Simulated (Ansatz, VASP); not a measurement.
## SiO2 (ke600): VASP beside Ansatz

```xyz
6
Lattice="4.1865 0.0000 0.0000 0.0000 4.1865 0.0000 0.0000 0.0000 2.6684" Properties=species:S:1:pos:R:3 pbc="T T T"
Si    0.0000    0.0000    0.0000
Si    2.0932    2.0932    1.3342
O     1.2807    1.2807    0.0000
O     0.8126    3.3739    1.3342
O     2.9058    2.9058    0.0000
O     3.3739    0.8126    1.3342
```

Alike in both runs: task single point; functional LDA; k mesh 4 × 4 × 6; occupations gaussian, width 0.1 eV; no spin polarisation.

|  | VASP | Ansatz |
| --- | --- | --- |
| version | VASP 6.6.1 | Ansatz 0.2.0 |
| potentials or method | VASP PAW LDA potentials, release 64 (Si, O) | scalar-relativistic, plane waves, PAW |
| plane-wave cutoff (eV) | 520 | 600 |
| valence electrons in the cell | 32 | 32 |

```csv
,VASP,Ansatz,Ansatz less VASP
gap on the k mesh at the Fermi level (eV),5.53,5.53,-0.001
least direct gap on the mesh (eV),5.53,5.53,-0.001
pressure (GPa),-4.3,-5.4,-1.07
largest component of the traceless stress (GPa),1.25,0.58,-0.669
rms of the force components (eV/Å),0.022,0.040,+0.0175
```

Atom by atom the forces differ by 0.018 eV/Å (rms over components). Ansatz warned: «pseudo_functional_mismatch».

Expect the measured gap to be larger: semilocal functionals such as LDA lack the derivative discontinuity.
